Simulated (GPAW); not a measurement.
A run of GPAW 26.7.0:

Contents of run.py:

```python
from ase import Atoms
from ase.dft.bandgap import bandgap
from ase.io import write
from ase.units import Bohr, GPa
from gpaw import GPAW, PW, setup_paths
from gpaw.elf import elf_from_dft_calculation

setup_paths.insert(0, '.')

atoms = Atoms(['Ge', 'Ge', 'Ge', 'Ge', 'Fe', 'Fe'],
              cell=[[-2.9595565636, 2.9595565636, 2.45140301],
                    [2.9595565636, -2.9595565636, 2.45140301],
                    [2.9595565636, 2.9595565636, -2.45140301]],
              scaled_positions=[[0.84510739, 0.34510739, 0.19021478],
                                [0.65489261, 0.84510739, 0.5],
                                [0.34510739, 0.15489261, 0.5],
                                [0.15489261, 0.65489261, 0.80978522],
                                [0.25, 0.25, 0.0],
                                [0.75, 0.75, 0.0]],
              pbc=True)
atoms.set_initial_magnetic_moments([0.0, 0.0, 0.0, 0.0, 3.0, 3.0])

calc = GPAW(mode=PW(600),
            xc='PBEsol',
            kpts={'size': (7, 7, 7), 'gamma': True},
            occupations={'name': 'fermi-dirac', 'width': 0.05},
            nbands=33,
            convergence={'density': 1e-05, 'energy': 1e-05},
            maxiter=150,
            txt='gpaw.txt')
atoms.calc = calc
energy = atoms.get_potential_energy()
forces = atoms.get_forces()
stress = atoms.get_stress()
calc.write('gs.gpw')
write('result.traj', atoms)
print(f'Energy: {energy:.6f} eV')
print('Forces (eV/A):')
print(forces.round(4))
print('Stress (GPa):', (stress / GPa).round(3))
print('Moments:', calc.get_magnetic_moments().round(3))
print('Fermi level:', round(calc.get_fermi_level(), 4), 'eV')
print(f'Gap: {bandgap(calc)[0]:.4f} eV, direct: {bandgap(calc, direct=True)[0]:.4f} eV')

# fields on the real-space grid
write('density.cube', atoms, data=calc.get_pseudo_density() * Bohr**3)
write('potential.cube', atoms, data=calc.get_electrostatic_potential())
write('spin.cube', atoms, data=(calc.get_pseudo_density(spin=0) - calc.get_pseudo_density(spin=1)) * Bohr**3)
write('elf.cube', atoms, data=elf_from_dft_calculation(calc).data)
```

Potentials or basis: PAW data sets generated in the run's folder for this functional, pw.

Command:

```bash
$ gpaw-setup -f PBEsol Fe Ge
$ OMP_NUM_THREADS=1 python run.py
```

Hardware: 1 thread of Arm Neoverse V1, with other jobs on the host.

Problem. How long does it take, and how much memory?

Solution. Run time: 4.9 min on 1 thread of Arm Neoverse V1, on a shared host, peak memory 0.38 GiB. Counts: scf iterations 13, plane waves 2893, bands 33, k points 52.
